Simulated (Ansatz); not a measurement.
Write the native input for Ansatz 0.2.0 that does the following.

| Quantity | Value |
| --- | --- |
| Task | relaxation of cell and atoms |
| Functional | PBE |
| Potentials or basis | all-electron LAPW, scalar-relativistic |
| Basis error allowed | 0.001 eV/atom |
| k mesh | 13 × 13 × 13 |
| Occupations | fermi-dirac, width 0.05 eV |
| Spin | no spin polarisation |

The system is Cu.

```
CELL_PARAMETERS angstrom
0.00000 1.80750 1.80750
1.80750 0.00000 1.80750
1.80750 1.80750 0.00000
ATOMIC_POSITIONS crystal
Cu 0.00000 0.00000 0.00000
```

These files were run (other wordings do the same):

input.yaml

```yaml
crystal:
  lattice:
    - [0.0, 1.8075, 1.8075]
    - [1.8075, 0.0, 1.8075]
    - [1.8075, 1.8075, 0.0]
  atoms:
    - { symbol: Cu, position: [0.0, 0.0, 0.0] }
kpoints:
  mp_grid: { grid: [13, 13, 13] }
scf:
  occupations: { method: fermi_dirac, width: 0.05 }
hamiltonian:
  xc: pbe
  pseudopotentials: { kind: all_electron, lapw: { basis_error: 0.001 } }
output:
  forces: true
  stress: true
relax:
  f_tol: 0.005
  max_steps: 60
  cell: {}
```

Potentials or basis: all-electron LAPW, scalar-relativistic.

The run is started by

```bash
$ ansatz run input.yaml --threads 1 --pin off --max-ram 3072MiB --backend cpu --events-out ev --progress --plain --runs-dir out
```

Results of the run:

```json
{
 "Relaxed volume": "11.94 Å³/atom",
 "Relaxed cell": "a = 2.566 Å, b = 2.566 Å, c = 2.566 Å, α = 60.00°, β = 60.00°, γ = 60.00°",
 "Space group after relaxing (to 0.05 Å)": "Fm-3m (No. 225)",
 "Energy gained by relaxing": "0.7 meV/atom",
 "Ionic steps": "4",
 "Pressure after relaxing": "0.0 GPa"
}
```

Wall time 15 s on 1 thread of Arm Neoverse V2, with other jobs on the host, peak memory 0.27 GiB.
